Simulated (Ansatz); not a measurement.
An Ansatz run on SrTiO3 (cubic perovskite) left the output below. The geometry is the r2SCAN minimum.

The cell given to it:
```
CELL_PARAMETERS angstrom
3.90685 0.00000 0.00000
0.00000 3.90685 0.00000
0.00000 0.00000 3.90685
ATOMIC_POSITIONS crystal
Sr 0.00000 0.00000 0.00000
Ti 0.50000 0.50000 0.50000
O 0.50000 0.50000 0.00000
O 0.50000 0.00000 0.50000
O 0.00000 0.50000 0.50000
```

The log, with set-up remarks and timings taken out:
```
scf.n_extra_bands = 5 over 20 filled bands (N_el = 40.0): the run solves 25 bands
Pseudopotential: Sr, paw, valence charge 10, recommended cutoff 500 eV
Pseudopotential: Ti, paw, valence charge 12, recommended cutoff 500 eV
Pseudopotential: O, paw, valence charge 6, recommended cutoff 500 eV
Crystal: 5 atoms, lattice volume = 59.632 Å³
Basis set: ecut = 500 eV, 1503 PW (Γ)
Symmetry: 48 space group operations
Space group: Pm-3m (ITA 221)
k-points: 20 of 216
preconditioner: auto → Resta (q_TF=auto, 2.553 Å⁻¹)  ε∞=4.9  [insulator: Δε(μ)=2.742 eV  ℏωp=26.3 eV]
Free energy (F): -7774.722980 eV
Fermi energy:    9.642527 eV
--- Forces (eV/Å), atoms counted from 1 ---
  atom   1  Sr      0.00000      0.00000      0.00000
  atom   2  Ti      0.00000      0.00000      0.00000
  atom   3  O       0.00000      0.00000      0.00000
  atom   4  O       0.00000      0.00000      0.00000
  atom   5  O       0.00000      0.00000      0.00000
--- Stress (GPa, compression-positive) ---
        0.015118       0.000000       0.000000
        0.000000       0.015118       0.000000
        0.000000       0.000000       0.015118
  P = ⅓ Tr σ = 0.0151 GPa (0.151 kbar)
--- Band table (eV; the first three rows and the last of 20) ---
  k-point 0: bands = […, 8.4310, 8.4310, 8.4310, 9.2759, 9.2759, 9.2759, 11.9030, 11.9030, 11.9030, 14.2804, …]
  k-point 1: bands = […, 8.1154, 8.1154, 8.2139, 8.5238, 9.1283, 9.1283, 11.9404, 12.4521, 12.4521, 14.2853, …]
  k-point 2: bands = […, 7.5285, 7.5554, 7.5554, 7.8297, 8.9556, 8.9556, 12.0177, 13.3713, 13.3713, 14.2918, …]
  k-point 19: bands = […, 5.8675, 5.8675, 5.8675, 9.6425, 9.6425, 9.6425, 14.4900, 14.4900, 14.4900, 17.3263, …]
```

bands.tsv, columns around the gap (it counts bands from 0):
```tsv
# k_distance	band_15	band_16	band_17	band_18	band_19	band_20	band_21	band_22	band_23
# fermi_ev = 9.642527
# [0, 0, 0] at k_distance = 0.000000
# [0, 0.5, 0] at k_distance = 0.804124
# [0.5, 0.5, 0] at k_distance = 1.608248
# [0.5, 0.5, 0.5] at k_distance = 2.412372
# levels_relative_to = fermi_ev
0.000	-1.212	-1.212	-0.367	-0.367	-0.367	2.260	2.260	2.260	4.638
0.804	-2.356	-2.356	-1.986	-0.752	-0.752	2.415	4.149	4.149	4.652
1.608	-2.842	-1.770	-1.593	-1.593	-0.085	4.158	4.158	4.640	5.677
2.412	-3.775	-3.775	0.000	0.000	0.000	4.847	4.847	4.847	7.684
```
In order the rows are Γ, X, M, R.

Task: What input produced it? Give the YAML.

Result:
```yaml
crystal:
  # lattice and atoms as above
kpoints:
  mp_grid: { grid: [6, 6, 6] }
  band_path:
    path: [[0.0, 0.0, 0.0], [0.0, 0.5, 0.0], [0.5, 0.5, 0.0], [0.5, 0.5, 0.5]]
    npoints: 1
hamiltonian:
  xc: r2scan
scf:
  occupations: { method: fixed }
  n_extra_bands: 5
output:
  forces: true
  stress: true
  eigenvalues: true
```
The cutoff of 500 eV is the one that these potentials recommend for a meta-GGA. The stress vanishes on a cell relaxed with r2SCAN. A single point prints forces and stress when the output block asks for them. Close relatives of this functional can't be ruled out from these lines alone. This is the file that was run; thresholds and some counts can't be read off the log exactly.

Run as `ansatz run input.yaml --threads 2 --pin off --max-ram 29491MiB --backend cpu --events-out ev --progress --plain --runs-dir out`. It took 3.3 s on 2 threads of AMD EPYC 7R13 Processor (Zen 3), with other jobs on the host, load about 1.5 per core; peak host memory 0.58 GiB.

The values are computed, spin-unpolarised, and not measurements.
